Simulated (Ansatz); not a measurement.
## Where the states of BaTiO3 lie

```yaml
crystal:
  lattice:
    - [3.99980, 0.00000, 0.00000]
    - [0.00000, 3.99980, 0.00000]
    - [0.00000, 0.00000, 4.01800]
  atoms:
    - { symbol: Ba, position: [0.00000, 0.00000, 0.00000] }
    - { symbol: Ti, position: [0.50000, 0.50000, 0.50000] }
    - { symbol: O, position: [0.50000, 0.50000, 0.00000] }
    - { symbol: O, position: [0.50000, 0.00000, 0.50000] }
    - { symbol: O, position: [0.00000, 0.50000, 0.50000] }
```

Conventional cell: a = 4.000 Å, b = 4.000 Å, c = 4.018 Å, α = 90.00°, β = 90.00°, γ = 90.00°. Around Ba (atom 1) lie 12 O at 2.83 Å. Ti (atom 2) has 6 O at 2.00 to 2.01 Å as nearest neighbours. Around O (atom 3) lie 2 Ti at 2.01 Å. Around O (atom 4) lie 2 Ti at 2.00 Å.

The cell is COD entry 2100860, as deposited and not checked against the literature; nothing was relaxed.

No spin–orbit coupling, which matters for the heavy atoms here.

These are results of DFT, PBE, all-electron LAPW, scalar-relativistic (Ansatz 0.2.0), not measurements.

Settings: a Γ-centred 7×7×7 k mesh, Fermi–Dirac smearing of 0.03 eV, basis error target 1 meV/atom, no spin polarisation.

States per eV and cell, averaged over 0.6 eV, from -4.5 to 3.7 eV, with energies (bin centres) from the valence-band top; empty bins are left out. The partial columns, the largest 5 alone, are projections on Löwdin-orthogonalised atomic shells (those that the program's projection atoms carry: the occupied ones and, for some elements, an empty d or f shell; other empty shells have no column), summed over atoms of an element. Weights on diffuse s and p shells depend on that basis and aren't pure angular character.

| E (eV) | total | O 2p | Ti 3d | Ba 5p | Ba 6s | Ti 4s |
| --- | --- | --- | --- | --- | --- | --- |
| -4.3 | 1.06 | 0.81 | 0.12 | 0.00 | 0.00 | 0.11 |
| -3.7 | 3.29 | 2.34 | 0.72 | 0.02 | 0.05 | 0.11 |
| -3.1 | 4.23 | 3.14 | 0.80 | 0.06 | 0.06 | 0.02 |
| -2.5 | 6.69 | 5.22 | 0.95 | 0.27 | 0.02 | 0.01 |
| -1.9 | 3.17 | 2.54 | 0.42 | 0.08 | 0.01 | 0.01 |
| -1.3 | 2.94 | 2.64 | 0.14 | 0.03 | 0.02 | 0.00 |
| -0.7 | 6.75 | 6.24 | 0.19 | 0.12 | 0.02 | 0.00 |
| -0.1 | 1.86 | 1.80 | 0.02 | 0.01 | 0.00 | 0.00 |
| 1.7 | 0.07 | 0.00 | 0.07 | 0.00 | 0.00 | 0.00 |
| 2.3 | 1.35 | 0.13 | 1.20 | 0.00 | 0.00 | 0.00 |
| 2.9 | 2.42 | 0.40 | 1.95 | 0.00 | 0.01 | 0.00 |
| 3.5 | 4.99 | 1.01 | 3.77 | 0.00 | 0.05 | 0.00 |

Task: Which of the resolved shells contributes most in the top eV of the valence band?

Result: O 2p, with 93 % of all states there; Ti 3d follows with 2 %.

Task: Where is the centre of the filled Ti 3d states between -13 eV and the top of the filled states?

Result: -2.94 eV from the valence-band top.
